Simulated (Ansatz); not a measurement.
Te (P3_121) from a database structure, relaxed with r2SCAN+rVV10 in Ansatz. Space group P3_121 (No. 152), trigonal; conventional cell a = 4.471 Å, c = 5.949 Å, 34.33 Å³ an atom. Te is surrounded by 2 Te at 2.85 Å.

The axes x, y and z are those of this cell:
```yaml
crystal:
  lattice:
    - [4.47126, 0.00000, 0.00000]
    - [-2.23563, 3.87222, 0.00000]
    - [0.00000, 0.00000, 5.94875]
  atoms:
    - { symbol: Te, position: [0.26419, 0.00000, 0.33333] }
    - { symbol: Te, position: [0.00000, 0.26419, 0.66667] }
    - { symbol: Te, position: [0.73581, 0.73581, 0.00000] }
```

Unstrained: r2SCAN gives an indirect gap of 0.329 eV, from k = (1/3, 1/3, 0.470) to H; the least direct gap is 0.360 eV at H. The HSE06 gap is indirect, 0.602 eV (k = (1/3, 1/3, 0.470) to H), below the direct gap of 0.632 eV at H. Meshes: r2SCAN 6×6×4, HSE06 6×6×4. Strains are changes of length per length. After each strain the atoms were relaxed again with r2SCAN+rVV10 within the symmetry that the strain leaves, so tilts or polar shifts that break it weren't tested; points keep the names that they have in the unstrained zone. No spin polarisation and no zero-point or thermal motion.

(1) Estimate what uniaxial -1.47 % along y, other directions held does to the gap.

(2) Apply uniaxial +4.27 % along x, other directions held. How far does the gap move, against the unstrained cell?

Results:

(1) r2SCAN: the gap goes from 0.329 to 0.288 eV (-0.041 eV); the edges go from (1/3, 1/3, 0.470) → H to (0.335, 0.332, 0.473) → H. HSE06: the gap goes from 0.602 to 0.553 eV (-0.049 eV); the edges go from (1/3, 1/3, 0.470) → H to (0.335, 0.332, 0.473) → H.

(2) r2SCAN: the gap goes from 0.329 to 0.410 eV (+0.081 eV); the edges go from (1/3, 1/3, 0.470) → H to (0.305, 0.348, -1/2) → (0.337, 0.331, -1/2). HSE06: the gap goes from 0.602 to 0.697 eV (+0.095 eV); the edges go from (1/3, 1/3, 0.470) → H to (0.305, 0.348, -1/2) → (0.337, 0.331, -1/2).

Spin-orbit coupling is left out, which matters wherever the heavy atoms make up the band edges.

Where an edge lies off the special points, it is a point of the mesh or the k point where a search put PBE's edge or least direct gap, reused for the other functionals, whose own edges may lie a little apart.

Coordinates of k points refer to the reciprocal vectors of the primitive cell of the runs.

The meshes of the hybrids are coarse, so their gaps aren't converged to the digits shown.
